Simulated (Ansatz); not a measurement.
# From the elastic tensor of TaN at 8 GPa (stress–strain coefficients) to moduli and sound speeds

Level of theory: DFT PBEsol, scalar-relativistic, plane waves, PAW in Ansatz. Plane waves to 420 eV; Γ-centred k mesh 16×16×16; Fermi-Dirac smearing of 0.15 eV. No spin polarisation.

It takes space group Fm-3m (No. 225, cubic). The conventional cell has a = 4.346 Å, b = 4.346 Å, c = 4.346 Å, α = 90.00°, β = 90.00°, γ = 90.00°. Around Ta (site symmetry m-3m) lie 6 N at 2.17 Å. N (site symmetry m-3m) has 6 Ta at 2.17 Å as nearest neighbours.

In a metal, frequencies and elastic constants depend on the k mesh and the smearing, soft modes and shear constants most. Spin–orbit coupling is left out, which can shift energies with elements as heavy as these. Other phases may be more stable at this pressure.

Relaxed-ion constants (GPa, on the Cartesian axes of the calculation):
C11 = 853.7, C12 = 158.7, C13 = 158.7, C22 = 853.7, C23 = 158.7, C33 = 853.7, C44 = 63.0, C55 = 63.0, C66 = 63.0 GPa; the others vanish.

Density 15.779 g/cm³; 2 atoms in 20.52 Å³.

The values that follow are for a polycrystal of randomly turned grains, by Hill's mean where one number stands. In a crystal this anisotropic the Voigt and Reuss bounds lie far apart, so Hill's mean and the sound speeds and Debye temperature from it are rough.

With S = C⁻¹: B_V = (C11+C22+C33+2(C12+C13+C23))/9, G_V = (C11+C22+C33−C12−C13−C23+3(C44+C55+C66))/15, 1/B_R = S11+S22+S33+2(S12+S13+S23), 15/G_R = 4(S11+S22+S33−S12−S13−S23)+3(S44+S55+S66); Hill is their mean. Then v_l = √((B+4G/3)/ρ), v_t = √(G/ρ), v_m = [(2/v_t³+1/v_l³)/3]^(−1/3) and Θ = (ħ/k_B)·v_m·(6π²n/V)^(1/3) for n atoms in the volume V; E = 9BG/(3B+G), ν = (3B−2G)/(2(3B+G)) and A^U = 5G_V/G_R + B_V/B_R − 6.

```
Bulk modulus, Voigt / Reuss / Hill          : 390.4 / 390.4 / 390.4 GPa
Shear modulus, Voigt / Reuss / Hill         : 176.8 / 93.7 / 135.2 GPa
Young's modulus                             : 364 GPa
Poisson ratio                               : 0.345
Pugh ratio B/G                              : 2.89
Universal anisotropy index                  : 4.44
Longitudinal and transverse sound speeds    : 6014 and 2927 m/s
Debye temperature from the mean sound speed : 451 K
```

This rock-salt form isn't the usual stable structure of the compound at low pressure.

Cost: 1 run of about 1.3 core-minutes, on Intel Xeon Platinum 8175M (Skylake/Cascade Lake) (shared hosts).